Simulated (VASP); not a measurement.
# What goes wrong when GaP is relaxed with a bad input

Some relaxations of GaP get a fault in the input on purpose. Which of them show, and how? The starting structure is a measured crystal structure from the Crystallography Open Database. The first relaxation on each setting starts from this cell expanded by 3 % in volume.

Program: VASP 6.6.1. Level of theory: Kohn-Sham DFT with plane waves and PAW; PBEsol. Results are calculated unless marked as measured.

## Step 1: Set-up

It takes space group F-43m (No. 216, cubic). The conventional cell has a = 5.451 Å, b = 5.451 Å, c = 5.451 Å, α = 90.00°, β = 90.00°, γ = 90.00°. Nearest to Ga lie 4 P at 2.36 Å. Nearest to P lie 4 Ga at 2.36 Å. Farther neighbours are not listed.

## Step 2: Reference relaxation

This run starts from the cell of an earlier relaxation, which isn't shown; the restart sets up the plane waves anew.

INCAR reads:

```
SYSTEM = GaP
PREC = Accurate
ENCUT = 450
EDIFF = 1E-06
NELM = 100
ISMEAR = 0
SIGMA = 0.03
LREAL = .FALSE.
ALGO = Normal
GGA = PS
NBANDS = 15
LORBIT = 11
LWAVE = .FALSE.
LCHARG = .FALSE.
KPAR = 4
IBRION = 2
NSW = 50
ISIF = 3
EDIFFG = -0.004
```

POSCAR reads:

```
GaP
1.0
    0.0000000000      2.7177015378      2.7177015378
    2.7177015378      0.0000000000      2.7177015378
    2.7177015378      2.7177015378      0.0000000000
Ga P
1 1
Direct
    0.0000000000      0.0000000000      0.0000000000
    0.7500000000      0.7500000000      0.7500000000
```

KPOINTS reads:

```
Automatic mesh
0
Gamma
8 8 8
0 0 0
```

The projector-augmented-wave data sets are Ga_d and P (PBE family, release 64).

Command:

```console
$ mpirun -np 4 vasp_std
```

Output:

```text
[banner, memory and clock lines left out]
running    4 mpi-ranks, on    1 nodes
 distrk:  each k-point on    1 cores,    4 groups
 distr:  one band on    1 cores,    1 groups

 POSCAR found type information on POSCAR GaP
 POSCAR found :  2 types and       2 ions
|                                                                             |
|               ----> ADVICE to this user running VASP <----                  |
|                                                                             |
|     You enforced a specific xc type in the INCAR file but a different       |
|     [... a line on the potential file left out ...]
|     I HOPE YOU KNOW WHAT YOU ARE DOING!                                     |
|                                                                             |

 LDA part: xc-table for (Slater+PW92), standard interpolation
 POSCAR, INCAR and KPOINTS ok, starting setup
 FFT: planning ... GRIDC
 FFT: planning ... GRID_SOFT
 FFT: planning ... GRID
 WAVECAR not read
 entering main loop
       N       E                     dE             d eps       ncg     rms          rms(c)
DAV:   1     0.736661914603E+02    0.73666E+02   -0.84043E+03   893   0.153E+03
DAV:   2    -0.465847951713E+01   -0.78325E+02   -0.74704E+02   982   0.287E+02
DAV:   3    -0.101225101950E+02   -0.54640E+01   -0.54455E+01  1059   0.642E+01
DAV:   4    -0.102069485823E+02   -0.84438E-01   -0.84409E-01  1106   0.868E+00
DAV:   5    -0.102086741410E+02   -0.17256E-02   -0.17254E-02  1117   0.105E+00    0.416E+00
DAV:   6    -0.996284354305E+01    0.24583E+00   -0.37239E-01  1361   0.121E+01    0.264E+00
DAV:   7    -0.992384018453E+01    0.39003E-01   -0.84997E-02  1200   0.237E+00    0.993E-01
DAV:   8    -0.992099554843E+01    0.28446E-02   -0.12568E-02  1066   0.137E+00    0.174E-01
DAV:   9    -0.992114855318E+01   -0.15300E-03   -0.10455E-03  1291   0.452E-01    0.627E-02
DAV:  10    -0.992117017220E+01   -0.21619E-04   -0.57971E-05  1314   0.826E-02    0.256E-02
DAV:  11    -0.992119606091E+01   -0.25889E-04   -0.26941E-05  1010   0.548E-02    0.556E-03
DAV:  12    -0.992119601556E+01    0.45347E-07   -0.96903E-07   828   0.130E-02
   1 F= -.99211960E+01 E0= -.99211960E+01  d E =-.992120E+01
[...]
2 F= -.99211937E+01 E0= -.99211937E+01  d E =0.232335E-05
[...]
3 F= -.99211970E+01 E0= -.99211970E+01  d E =-.102941E-05
[...]
4 F= -.99211960E+01 E0= -.99211960E+01  d E =0.476571E-07
 curvature:  -0.09 expect dE=-0.152E-05 dE for cont linesearch -0.152E-05
 ZBRENT: interpolating
 opt :   0.5235  next Energy=    -9.921197 (dE=-0.777E-06)
 bond charge predicted
       N       E                     dE             d eps       ncg     rms          rms(c)
DAV:   1    -0.992119844792E+01   -0.23920E-05   -0.22195E-05  1101   0.923E-02    0.798E-03
DAV:   2    -0.992119700553E+01    0.14424E-05   -0.24256E-06   716   0.368E-02    0.358E-03
DAV:   3    -0.992119661394E+01    0.39159E-06   -0.34865E-07   435   0.123E-02
   5 F= -.99211966E+01 E0= -.99211966E+01  d E =-.598377E-06
 curvature:  -0.05 expect dE=-0.222E-06 dE for cont linesearch -0.222E-06
 trial: gam=-0.20323 g(F)=  0.290E-46 g(S)=  0.438E-05 ort = 0.611E-05 (trialstep = 0.905E+00)
 search vector abs. value=  0.225E-05
 reached required accuracy - stopping structural energy minimisation
```

It took 13 s on 4 MPI ranks of AMD EPYC 7R43, shared host; peak memory 0.53 GiB.

Lines that name or quote the potential files are left out of all logs, and their timing lines are given in words.

OUTCAR, selected parts (step 2):

```text
ion  position               nearest neighbor table
   1  0.000  0.000  0.000-   2 2.35   2 2.35   2 2.35   2 2.35
   2  0.750  0.750  0.750-   1 2.35   1 2.35   1 2.35   1 2.35

  LATTYP: Found a face centered cubic cell.
 ALAT       =     5.4354030756

 Subroutine GETGRP returns: Found 24 space group operations
 (whereof 24 operations were pure point group operations)

The static configuration has the point symmetry T_d .

 Found     29 irreducible k-points:

   k-points           NKPTS =     29   k-points in BZ     NKDIM =     29   number of bands    NBANDS=     15

   dimension x,y,z NGX =    28 NGY =   28 NGZ =   28
   dimension x,y,z NGXF=    56 NGYF=   56 NGZF=   56

   ENCUT  =  450.0 eV  33.07 Ry    5.75 a.u.   6.65  6.65  6.65*2*pi/ulx,y,z

   NELECT =      18.0000    total number of electrons

 k-points in reciprocal lattice and weights: Automatic mesh
   0.00000000  0.00000000  0.00000000       0.002
   0.12500000  0.00000000  0.00000000       0.016
   0.25000000  0.00000000  0.00000000       0.016
   0.37500000  0.00000000  0.00000000       0.016
   0.50000000  0.00000000  0.00000000       0.008
   0.12500000  0.12500000  0.00000000       0.012
   0.25000000  0.12500000  0.00000000       0.047
   0.37500000  0.12500000  0.00000000       0.047
   0.50000000  0.12500000  0.00000000       0.047
[...]
-0.37500000  0.50000000  0.12500000       0.023
  -0.25000000  0.50000000  0.25000000       0.012

 average (electrostatic) potential at core
       1 -65.1168       2 -83.3141

 E-fermi :   4.8418

 k-point     1 :       0.0000    0.0000    0.0000
  band No.  band energies     occupation
    ...
      5      -9.7945      2.00000
      6      -7.9326      2.00000
      7       4.6576      2.00000
      8       4.6576      2.00000
      9       4.6576      2.00000
     10       6.4800      0.00000
     11       8.4823      0.00000
     12       8.4823      0.00000
     13       8.4823      0.00000
     14      13.2620      0.00000
    ...

 k-point     2 :       0.1250    0.0000    0.0000
  band No.  band energies     occupation
    ...
      5      -9.7946      2.00000
      6      -7.7264      2.00000
      7       3.0034      2.00000
      8       4.4208      2.00000
      9       4.4208      2.00000
     10       7.0888      0.00000
     11       8.8401      0.00000
     12       8.8401      0.00000
     13       9.0742      0.00000
     14      13.7796      0.00000
    ...

 k-point     3 :       0.2500    0.0000    0.0000
  band No.  band energies     occupation
    ...
      5      -9.7933      2.00000
      6      -7.1415      2.00000
      7       0.7242      2.00000
      8       3.9782      2.00000
      9       3.9782      2.00000
     10       6.7635      0.00000
     11       9.3497      0.00000
     12       9.3497      0.00000
     13      10.9636      0.00000
     14      13.5859      0.00000
    ...

  Total       -0.0077785     -0.0077785     -0.0077785      0.0000000      0.0000000      0.0000000
  in kB       -0.3105635     -0.3105635     -0.3105635      0.0000000      0.0000000      0.0000000
  external PRESSURE =      -0.3105635 kB  Pullay stress =       0.0000000 kB

  energy-cutoff  :      450.00
  volume of cell :       40.13
      direct lattice vectors                 reciprocal lattice vectors
    -0.000000000  2.717328828  2.717328828    -0.184004231  0.184004231  0.184004231
     2.717328828  0.000000000  2.717328828     0.184004231 -0.184004231  0.184004231
     2.717328828  2.717328828  0.000000000     0.184004231  0.184004231 -0.184004231

 POSITION                                       TOTAL-FORCE (eV/Angst)
 -----------------------------------------------------------------------------------
      0.00000      0.00000      0.00000        -0.000000     -0.000000     -0.000000
      4.07599      4.07599      4.07599         0.000000      0.000000      0.000000
 -----------------------------------------------------------------------------------
    total drift:                               -0.000000     -0.000000     -0.000000

  FREE ENERGIE OF THE ION-ELECTRON SYSTEM (eV)
  ---------------------------------------------------
  free  energy   TOTEN  =        -9.9211966139 eV

  energy  without entropy=       -9.9211966139  energy(sigma->0) =       -9.92119661

 reached required accuracy - stopping structural energy minimisation

 total charge
# of ion       s       p       d       tot
------------------------------------------
    1        0.865   0.863  10.014  11.743
    2        1.017   1.513   0.000   2.530
--------------------------------------------------
tot          1.882   2.377  10.014  14.273

[... 3 further parts left out ...]
```

CONTCAR:

```
GaP
   1.00000000000000
    -0.0000000000000000    2.7173288276279286    2.7173288276279286
     2.7173288276279286    0.0000000000000000    2.7173288276279286
     2.7173288276279286    2.7173288276279286    0.0000000000000000
  Ga              P
     1     1
Direct
     0.0000000000000000    0.0000000000000000    0.0000000000000000
     0.7500000000000000    0.7500000000000000    0.7500000000000000
```

The PAW data sets were made with PBE, which is usual practice but a small mismatch for other functionals. The run keeps the 24 symmetry operations of its start, so it cannot find a distortion of lower symmetry.

The reference relaxation ends at 20.064 Å³ an atom. Pressures at 0.985 and 1.015 times this volume, from two more relaxations that aren't shown, give a bulk modulus of 85.4 GPa.

## Step 3: Relaxation with a smearing far too wide

A slip made on purpose: a smearing far too wide. Against step 2 the input has SIGMA = 2 (also changed: NELM).

INCAR, as its differences from that of step 2:

```diff
@@ -4,5 +4,5 @@
 EDIFF = 1E-06
-NELM = 100
+NELM = 60
 ISMEAR = 0
-SIGMA = 0.03
+SIGMA = 2
 LREAL = .FALSE.
```

POSCAR reads:

```
GaP
1.0
    0.0000000000      2.7522344282      2.7522344282
    2.7522344282      0.0000000000      2.7522344282
    2.7522344282      2.7522344282      0.0000000000
Ga P
1 1
Direct
    0.0000000000      0.0000000000      0.0000000000
    0.7500000000      0.7500000000      0.7500000000
```

KPOINTS is that of step 2.

Command:

```console
$ mpirun -np 4 vasp_std
```

Output:

```text
[banner, memory and clock lines left out]
running    4 mpi-ranks, on    1 nodes
[...]
[... a notice as in an earlier step ...]

 LDA part: xc-table for (Slater+PW92), standard interpolation
 POSCAR, INCAR and KPOINTS ok, starting setup
[...]
entering main loop
       N       E                     dE             d eps       ncg     rms          rms(c)
DAV:   1     0.779610634162E+02    0.77961E+02   -0.85166E+03   878   0.156E+03
DAV:   2    -0.425697238893E+01   -0.82218E+02   -0.78835E+02   968   0.306E+02
DAV:   3    -0.102925415424E+02   -0.60356E+01   -0.59934E+01  1073   0.671E+01
DAV:   4    -0.103955944607E+02   -0.10305E+00   -0.10301E+00  1061   0.957E+00
[...]
DAV:  10    -0.101736847928E+02   -0.13343E-04   -0.44974E-05  1158   0.627E-02    0.288E-02
DAV:  11    -0.101736995775E+02   -0.14785E-04   -0.16772E-05  1031   0.488E-02    0.375E-03
DAV:  12    -0.101736994949E+02    0.82625E-07   -0.73948E-07   792   0.106E-02
   1 F= -.10173699E+02 E0= -.96830892E+01  d E =-.101737E+02
[... from here on, the cycles between the ionic steps are left out ...]
   2 F= -.10175498E+02 E0= -.97001495E+01  d E =-.179875E-02
   3 F= -.10175665E+02 E0= -.96967957E+01  d E =-.196586E-02
   4 F= -.10175665E+02 E0= -.96971771E+01  d E =-.196573E-02
   5 F= -.10175649E+02 E0= -.96958968E+01  d E =0.159336E-04
   6 F= -.10175665E+02 E0= -.96968405E+01  d E =-.267392E-06
[...]
reached required accuracy - stopping structural energy minimisation
```

Run time: 19 s. Hardware: 4 MPI ranks; peak memory 0.53 GiB; 75 s of CPU time.

OUTCAR, selected parts (step 3):

```text
  Total        0.0038442      0.0038442      0.0038442      0.0000000     -0.0000000      0.0000000
  in kB        0.1499243      0.1499243      0.1499243      0.0000000     -0.0000000      0.0000000
  external PRESSURE =       0.1499243 kB  Pullay stress =       0.0000000 kB

 POSITION                                       TOTAL-FORCE (eV/Angst)
 -----------------------------------------------------------------------------------
      2.73865     -0.00000      2.73865         0.000000      0.000000      0.000000
      4.10798      4.10798      4.10798        -0.000000     -0.000000     -0.000000
 -----------------------------------------------------------------------------------
    total drift:                               -0.000001     -0.000001     -0.000001

  FREE ENERGIE OF THE ION-ELECTRON SYSTEM (eV)
  ---------------------------------------------------
  free  energy   TOTEN  =       -10.1756654969 eV

  energy  without entropy=       -9.2180154772  energy(sigma->0) =       -9.69684049

[... 2 parts as in an earlier step ...]

[... 2 further parts left out ...]
[key lines of the parts left out:]
E-fermi :   5.0117
```

With a smearing far too wide the cell ends at 20.540 Å³ an atom, +2.37 % from the reference; the bulk modulus is 68.6 GPa against 85.4 GPa.

## Step 4: Relaxation with a functional's name that the tag doesn't take

A slip made on purpose: a functional's name that the tag doesn't take. Against step 2 the input has GGA = PBESOL (also changed: NELM).

INCAR, as its differences from that of step 3:

```diff
@@ -6,6 +6,6 @@
 ISMEAR = 0
-SIGMA = 2
+SIGMA = 0.03
 LREAL = .FALSE.
 ALGO = Normal
-GGA = PS
+GGA = PBESOL
 NBANDS = 15
```

POSCAR is that of step 3.

KPOINTS is that of step 3.

Command:

```console
$ mpirun -np 4 vasp_std
```

Output:

```text
[banner, memory and clock lines left out]
running    4 mpi-ranks, on    1 nodes
[...]
|                                                                             |
|     EEEEEEE  RRRRRR   RRRRRR   OOOOOOO  RRRRRR      ###     ###     ###     |
|     E        R     R  R     R  O     O  R     R     ###     ###     ###     |
|     E        R     R  R     R  O     O  R     R     ###     ###     ###     |
|     EEEEE    RRRRRR   RRRRRR   O     O  RRRRRR       #       #       #      |
|     E        R   R    R   R    O     O  R   R                               |
|     E        R    R   R    R   O     O  R    R      ###     ###     ###     |
|     EEEEEEE  R     R  R     R  OOOOOOO  R     R     ###     ###     ###     |
|                                                                             |
|     Error: One of the selected functionals does not exist.                  |
|                                                                             |
|       ---->  I REFUSE TO CONTINUE WITH THIS SICK JOB ... BYE!!! <----       |
|                                                                             |

1
1
1
1
```

Wall time 4.8 s (4 MPI ranks).

VASP stopped with this message: “Error: One of the selected functionals does not exist”.

(Part 1 of 2 ends here.)

[Lines on the potential files, build, host, timing and source positions are cut from VASP's logs without a mark.]

[Logs are printed without paths, hosts, clocks, repeated set-up lines and the standing remarks that a program may print on its own settings, such as how far it seeks lower states.]

[Hosts, paths, dates, database ids (printed as entryN), source tags and the programs' standing remarks are cut or masked in the printed files.]
